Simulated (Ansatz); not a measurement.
# Calculated quadrupolar parameters for GaS at a changed volume

The cell is a COD entry, relaxed with PBE at fixed cell and then changed (volume scaled by 1.04, ions relaxed).

```cif
data_GaS
_symmetry_space_group_name_H-M 'P6_3/mmc'
_symmetry_Int_Tables_number 194
_cell_length_a 3.6322
_cell_length_b 3.6322
_cell_length_c 15.7040
_cell_angle_alpha 90.000
_cell_angle_beta 90.000
_cell_angle_gamma 120.000
loop_
_atom_site_label
_atom_site_type_symbol
_atom_site_symmetry_multiplicity
_atom_site_Wyckoff_symbol
_atom_site_fract_x
_atom_site_fract_y
_atom_site_fract_z
Ga Ga 4 f 0.3333 0.6667 0.1718
S S 4 f 0.3333 0.6667 0.6035
```

One atom of each set is listed.

The numbers come from a DFT calculation in Ansatz (PBE, plane waves and PAW, scalar-relativistic, 420 eV cutoff, Γ-centred 14×14×3 k-points, Fermi–Dirac smearing 0.02 eV).

C_Q = eQV_zz/h, which is 24.18 MHz for Q = 1 b and V_zz = 10²¹ V/m²; η = (V_xx − V_yy)/V_zz.

69Ga: I = 3/2, Q = 171.0 mb; 33S: I = 3/2, Q = -69.40 mb. Quadrupole moments are those of Pyykkö's year-2017 table.

Q: Give the quadrupolar parameters of the distinct sites.

A: 

```
site  atoms                         first shell  V_zz (10²¹ V/m²)     η  C_Q (MHz)
  Ga      4  3 S at 2.36 Å; also 1 Ga at 2.46 Å             -7.66  0.00      -31.7
   S      4                      3 Ga at 2.36 Å             -6.30  0.00       10.6
```

An axis of threefold or higher order runs through Ga and S, so V_zz lies along it and η is zero.
